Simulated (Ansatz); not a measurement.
## Tl: energy along a strain

Tl, P6_3/mmc, a = 3.456 Å, c = 5.525 Å (as given, not relaxed at this level: 3.2 GPa). Ansatz: PBE, PAW, 420 eV, Γ-centred 18×18×10 mesh on 2 atoms, Gaussian smearing 0.15 eV; no spin polarisation. Cell vectors (Å): 3.456 0.000 0.000; -1.728 2.993 0.000; 0.000 0.000 5.525. The cell is strained by x per cent times the pattern (0 0 0 0 0 1) in the order xx yy zz yz xz xy (engineering shears), with fractional coordinates held. y is the free energy over the start, V0 = 28.575 Å³/atom. Symmetry makes y even in x. Points with a strain past 8.5 % were computed too (4) and aren't used here.

| x (%) | y (meV/atom) |
| --- | --- |
| -7.50 | 5.31 |
| 0.00 | 0.00 |
| 1.87 | 0.27 |
| 3.75 | 1.16 |
| 5.62 | ? |

Problem. Fit y = c2 x² + c4 x⁴ to the other rows, get the stiffness along the pattern, and predict the missing energy.

Solution. Least squares on the rows shown. y = 0.07830 x² + 0.0002862 x⁴. The clamped-ion stiffness p·C·p = 2 × 0.7830 eV × 160.2 / 28.575 Å³ = 8.8 GPa, which is C66 in these axes (second derivative at the start, which stands under stress). At x = 5.62 the fit asked for gives 2.76 meV/atom. The run gave 2.79 meV/atom, so the fit is 0.03 meV/atom too low, a small miss on the scale of the series.

Spin–orbit coupling is left out, which can shift energies with elements as heavy as these.